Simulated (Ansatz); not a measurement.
Density of states of SnO2 (P4_2/mnm, a = 4.760 Å, b = 4.760 Å, c = 3.201 Å, α = 90.00°, β = 90.00°, γ = 90.00°), in states per eV and primitive cell, averaged over bins of 0.3 eV. Method: Ansatz, DFT r2SCAN, scalar-relativistic, plane waves, PAW.

Cutoff 500 eV; k points 6×6×8 on the computed 6-atom cell (Γ-centred); Gaussian smearing, width 0.02 eV; no spin polarisation.

The cell is relaxed at this level. The states (both spins) are summed by tetrahedra on a 9×9×12 mesh at the self-consistent density. Energies are bin centres; the table starts no lower than −8 eV and ends at 6 eV, or lower where the solved bands end.

The gap is 1.77 eV at this level, with the zero inside it.

| E − E_F (eV) | total | O 2p | Sn 5s | Sn 5p | O 2s |
| --- | --- | --- | --- | --- | --- |
| -7.90 | 1.85 | 1.12 | 0.57 | 0.07 | 0.07 |
| -7.60 | 1.92 | 1.17 | 0.56 | 0.07 | 0.09 |
| -7.30 | 1.15 | 0.71 | 0.32 | 0.05 | 0.06 |
| -7.00 | 1.19 | 0.76 | 0.29 | 0.06 | 0.07 |
| -6.70 | 0.98 | 0.63 | 0.22 | 0.06 | 0.06 |
| -6.40 | 0.90 | 0.60 | 0.16 | 0.07 | 0.05 |
| -6.10 | 1.64 | 1.19 | 0.11 | 0.28 | 0.04 |
| -5.80 | 2.31 | 1.71 | 0.10 | 0.42 | 0.05 |
| -5.50 | 2.46 | 1.85 | 0.08 | 0.44 | 0.05 |
| -5.20 | 2.80 | 2.15 | 0.06 | 0.49 | 0.05 |
| -4.90 | 3.93 | 3.07 | 0.07 | 0.67 | 0.07 |
| -4.60 | 4.02 | 3.18 | 0.06 | 0.63 | 0.10 |
| -4.30 | 3.37 | 2.73 | 0.04 | 0.47 | 0.08 |
| -4.00 | 3.04 | 2.53 | 0.03 | 0.36 | 0.07 |
| -3.70 | 3.16 | 2.70 | 0.02 | 0.31 | 0.07 |
| -3.40 | 2.89 | 2.49 | 0.02 | 0.24 | 0.07 |
| -3.10 | 3.30 | 2.92 | 0.02 | 0.22 | 0.07 |
| -2.80 | 3.87 | 3.53 | 0.02 | 0.16 | 0.06 |
| -2.50 | 5.31 | 5.01 | 0.02 | 0.10 | 0.04 |
| -2.20 | 7.32 | 7.03 | 0.01 | 0.06 | 0.02 |
| -1.90 | 8.77 | 8.53 | 0.01 | 0.04 | 0.01 |
| -1.60 | 7.73 | 7.56 | 0.00 | 0.03 | 0.01 |
| -1.30 | 1.65 | 1.62 | 0.00 | 0.01 | 0.00 |
| -1.00 | 0.34 | 0.34 | 0.00 | 0.00 | 0.00 |
| -0.70 | 0.00 | 0.00 | 0.00 | 0.00 | 0.00 |
| -0.40 | 0.00 | 0.00 | 0.00 | 0.00 | 0.00 |
| -0.10 | 0.00 | 0.00 | 0.00 | 0.00 | 0.00 |
| 0.20 | 0.00 | 0.00 | 0.00 | 0.00 | 0.00 |
| 0.50 | 0.00 | 0.00 | 0.00 | 0.00 | 0.00 |
| 0.80 | 0.00 | 0.00 | 0.00 | 0.00 | 0.00 |
| 1.10 | 0.01 | 0.00 | 0.01 | 0.00 | 0.00 |
| 1.40 | 0.05 | 0.01 | 0.03 | 0.00 | 0.01 |
| 1.70 | 0.07 | 0.01 | 0.04 | 0.00 | 0.02 |
| 2.00 | 0.10 | 0.02 | 0.05 | 0.01 | 0.02 |
| 2.30 | 0.14 | 0.03 | 0.07 | 0.01 | 0.03 |
| 2.60 | 0.18 | 0.04 | 0.09 | 0.01 | 0.04 |
| 2.90 | 0.23 | 0.06 | 0.10 | 0.02 | 0.05 |
| 3.20 | 0.29 | 0.08 | 0.13 | 0.02 | 0.05 |
| 3.50 | 0.36 | 0.10 | 0.16 | 0.03 | 0.06 |
| 3.80 | 0.52 | 0.15 | 0.23 | 0.05 | 0.08 |
| 4.10 | 0.61 | 0.18 | 0.28 | 0.05 | 0.09 |
| 4.40 | 0.72 | 0.22 | 0.34 | 0.05 | 0.09 |
| 4.70 | 1.55 | 0.46 | 0.73 | 0.14 | 0.17 |
| 5.00 | 2.01 | 0.59 | 0.95 | 0.21 | 0.20 |
| 5.30 | 1.68 | 0.51 | 0.78 | 0.18 | 0.15 |
| 5.60 | 1.52 | 0.48 | 0.71 | 0.15 | 0.11 |

The columns after the total are the main Löwdin projections on the occupied valence shells of the potentials; 1 other is left out. The rest of the total lies in those, in shells that are empty in the free atom, which aren't projected, and between the atoms.

Cost: 1 run of about 2.2 core-minutes, on Intel Xeon 6975P-C (Granite Rapids) (shared hosts).